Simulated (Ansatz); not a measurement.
## Property card for TaSi₂

Method: Ansatz, DFT PBEsol, scalar-relativistic, plane waves, PAW.

Cutoff 420 eV; k points 12×12×6 on the computed 9-atom cell (Γ-centred); Gaussian smearing, width 0.10 eV; no spin polarisation.

The structure is relaxed at this level of theory with its symmetry kept. Whether it is the stable form of this composition wasn't checked.

```cif
data_structure
_symmetry_space_group_name_H-M 'P6_222'
_symmetry_Int_Tables_number 180
_cell_length_a 4.7609
_cell_length_b 4.7609
_cell_length_c 6.5558
_cell_angle_alpha 90.000
_cell_angle_beta 90.000
_cell_angle_gamma 120.000
_cell_volume 128.68
loop_
_atom_site_label
_atom_site_type_symbol
_atom_site_symmetry_multiplicity
_atom_site_Wyckoff_symbol
_atom_site_fract_x
_atom_site_fract_y
_atom_site_fract_z
_atom_site_occupancy
Ta1 Ta 3 d 0.50000 0.00000 0.50000 1
Si1 Si 6 j 0.15927 0.31854 0.50000 1
```

| Item | Value |
| --- | --- |
| Space group | P6_222 (No. 180) |
| Volume per atom | 14.30 Å³ |
| Formation energy from the elements' standard states (uncorrected) | -0.583 eV/atom |
| Kohn–Sham band gap | none (metal) |
| Density of states at the Fermi level | 3.18 states/eV per cell |
| Löwdin character within 0.5 eV of the Fermi level | Ta 5d 68 %, Si 3p 22 %, unprojected 5 % |
| Bulk modulus | 195 GPa |
| Its pressure derivative | 4.3 |
| Bader charges (e) | Ta (3 in the cell) 0.78, Si (6 in the cell) -0.39 |

Spin-orbit coupling is left out, which matters for the bands of heavy elements.